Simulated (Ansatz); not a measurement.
Sr, one cell by several methods

```
CELL_PARAMETERS angstrom
-2.42500 2.42500 2.42500
2.42500 -2.42500 2.42500
2.42500 2.42500 -2.42500
ATOMIC_POSITIONS crystal
Sr 0.00000 0.00000 0.00000
```

The structure is an experimental refinement, used without relaxation. It was measured hot, at 887 K.

Levels of theory: DFT, PBE, PAW with Ansatz's default frozen-core files, scalar-relativistic (Ansatz 0.2.0); DFT, PBE, all-electron PAW with datasets made for the crystal, scalar-relativistic (Ansatz 0.2.0); DFT, PBE, all-electron LAPW, scalar-relativistic (Ansatz 0.2.0).

For PAW: a Γ-centred 12×12×12 k mesh, Fermi–Dirac smearing of 0.05 eV, cutoff 420 eV, no spin polarisation. The crystal-made all-electron datasets (AE datasets) take a cutoff of 200 eV at this cell. LAPW targets a basis error of 0.25 meV/atom. The Ansatz runs share mesh, smearing and spin set-up. Plane-wave (PAW) pressures include the program's estimate of the Pulay term.

Stress and pressure are positive in compression.

Levels count from the Fermi level.

| quantity | PAW | AE datasets | LAPW |
| --- | --- | --- | --- |
| pressure (GPa) | -0.59 | -0.59 | -0.59 |
| highest filled level at Γ (eV) | -3.605 | -3.605 | -3.605 |
| lowest empty level at Γ (eV) | 2.318 | 2.318 | 2.318 |
| highest filled level at N (eV) | -0.998 | -0.998 | -0.998 |
| lowest empty level at N (eV) | 0.149 | 0.149 | 0.149 |
| highest filled level at P (eV) | -18.657 | -18.658 | -18.657 |
| lowest empty level at P (eV) | 0.315 | 0.315 | 0.315 |

PAW's pressure differs from the LAPW value by about 0.01 GPa or less.
